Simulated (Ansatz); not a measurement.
**CuI (Cmcm): relaxations under a series of pressures in Python**

How does CuI (Cmcm) give way under pressure? The task is relaxations under a series of pressures, for CuI (Cmcm).

All numbers are computed with the Python package of Ansatz 0.2.0. Level of theory: DFT PBEsol, plane waves, PAW.

**1. Starting point**

Symmetry: Cmcm, No. 63, orthorhombic system. The conventional cell has a = 7.466 Å, b = 7.422 Å, c = 4.307 Å, α = 90.00°, β = 90.00°, γ = 90.00°. Cu (site symmetry m2m) is surrounded by 2 Cu at 2.46 Å and 3 I at 2.58 to 2.59 Å. I (site symmetry m2m) is surrounded by 3 Cu at 2.58 to 2.59 Å.

The script holds or builds the structure itself.

**2. The code**

Contents of cui.py:

```python
"""Cell of CuI under pressure."""

import warnings

import ansatz as az
import numpy as np
import pandas as pd

def edges_and_angles(cell):
    cell = np.asarray(cell)
    a, b, c = np.linalg.norm(cell, axis=1)
    cosines = cell[1] @ cell[2] / (b * c), cell[0] @ cell[2] / (a * c), cell[0] @ cell[1] / (a * b)
    return (a, b, c, *np.degrees(np.arccos(cosines)))


def main() -> None:
    warnings.simplefilter("ignore", az.DeckWarning)

    vectors = np.array([
        [3.733168, -3.711086, 0.0],
        [3.733168, 3.711086, 0.0],
        [0.0, 0.0, 4.306998],
    ])
    structure = (
        az.Lattice.of(vectors)
        .atom("Cu", [0.420439, 0.579561, 0.75])
        .atom("Cu", [0.579561, 0.420439, 0.25])
        .atom("I", [0.770043, 0.229957, 0.75])
        .atom("I", [0.229957, 0.770043, 0.25])
    )

    base = structure.calculation().functional("PBEsol").kpoints(4, center="gamma").occupations("methfessel_paxton")

    # H = F + PV, with 1 GPa A^3 = 1/160.21766 eV
    rows = []
    for pressure in [0, 5, 10, 20]:
        out = base.relax(cell=True, pressure=pressure).run(threads=1)
        cell = out.lattice.cell_ang
        n_atoms = len(out.lattice.sites)
        volume = abs(np.linalg.det(cell)) / n_atoms
        enthalpy = out.report["free_energy_ev"] / n_atoms + pressure * volume / 160.21766
        rows.append((pressure, volume, enthalpy, *edges_and_angles(cell)))
        print(f"{pressure} GPa done: {volume:.4f} A^3/atom")

    table = pd.DataFrame(rows, columns=["P_GPa", "V_A3_atom", "H_eV_atom", "a", "b", "c", "alpha", "beta", "gamma"])
    print(table.round(4).to_string(index=False))
    p, v = np.array([row[0] for row in rows], float), np.array([row[1] for row in rows])
    print("mean bulk modulus between rows (GPa):", np.round(-np.diff(p) / np.diff(np.log(v)), 1))


if __name__ == "__main__":
    main()
```

**3. The input behind the calls**

The engine receives this input (first run):

```yaml
crystal:
  lattice:
    - [3.733168, -3.711086, 0.0]
    - [3.733168, 3.711086, 0.0]
    - [0.0, 0.0, 4.306998]
  atoms:
    - { symbol: Cu, position: [0.420439, 0.579561, 0.75] }
    - { symbol: Cu, position: [0.579561, 0.420439, 0.25] }
    - { symbol: I, position: [0.770043, 0.229957, 0.75] }
    - { symbol: I, position: [0.229957, 0.770043, 0.25] }
kpoints:
  mp_grid:
    grid: [4, 4, 4]
    shift: [0.0, 0.0, 0.0]
hamiltonian:
  xc: pbesol
scf:
  occupations:
    method: methfessel_paxton
relax:
  cell:
    p_target: 0.0
```

**4. Launch**

Command:

```
> python cui.py
```

**Question.** How far does the cell shrink over this series of pressures, and what bulk modulus does the first step imply?

**Answer**, as computed:

```
                                   quantity              value
bulk modulus between neighbouring pressures  21.4 to 111.2 GPa
                              runs compared                  4
                            range of energy    284.75 meV/atom
```

The crystal stiffens as it is compressed. The volume falls from 26.81 Å³ an atom at 0 GPa to 17.87 at 20 GPa, by 33.3 %. Between 0 and 5 GPa, -V dP/dV is about 21 GPa, a mean over that step. In run 1, over 5 moves the cell shrank by 10.1 % in volume, and the space group stayed Cmcm. In run 4, over 11 moves the cell shrank by 40.1 % in volume under the 20 GPa asked, and the space group stayed Cmcm. Reading the output:
- At a fixed pressure a relaxation lowers the enthalpy F + PV, while F alone can rise.
- Edges and angles that the script prints are those of the cell as typed, here a primitive one.
- Without a Hubbard U or exact exchange, semilocal functionals often make such 3d compounds metallic or too weakly gapped.
- This cell is a computed structure, which may not be the phase found in nature.
- Symmetry holds the cell in this phase, so another phase that may be stable under pressure is not reached.
